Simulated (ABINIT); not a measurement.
The system is MoS2.

```
CELL_PARAMETERS angstrom
3.22746 0.00000 0.00000
-1.61373 2.79507 0.00000
0.00000 0.00000 6.31247
ATOMIC_POSITIONS crystal
Mo 0.00000 0.00000 0.50000
S 0.66667 0.33333 0.74468
S 0.33333 0.66667 0.25532
```

Measurements of this composition are mostly on another form, of space group No. 194.

Base run:

- Program: ABINIT 10.8.3 (patched build)
- Functional: PBEsol
- Potentials or basis: PseudoDojo NC SR PBEsol v0.4 stringent
- Cutoff: 1088 eV
- k mesh: 7 × 7 × 3
- Occupations: fermi-dirac, width 0.05 eV
- Spin: no spin polarisation

Its results: band gap on the k mesh none (metal or under the smearing width); pressure -3.2 GPa; largest force 0.007 eV/Å.

Task: The run is repeated on the same cell with these changes: functional from PBEsol to LDA; potentials or basis from PseudoDojo NC SR PBEsol v0.4 stringent to PseudoDojo NC SR LDA v0.4.1 standard; cutoff from 1088 eV to 952 eV. What comes out?

Result: Band gap on the k mesh none (metal or under the smearing width); pressure -5.9 GPa; largest force 0.168 eV/Å.

Caveats: this functional lacks dispersion, which binds the layers, so the pressure and a relaxed spacing across them are unreliable (some runs).
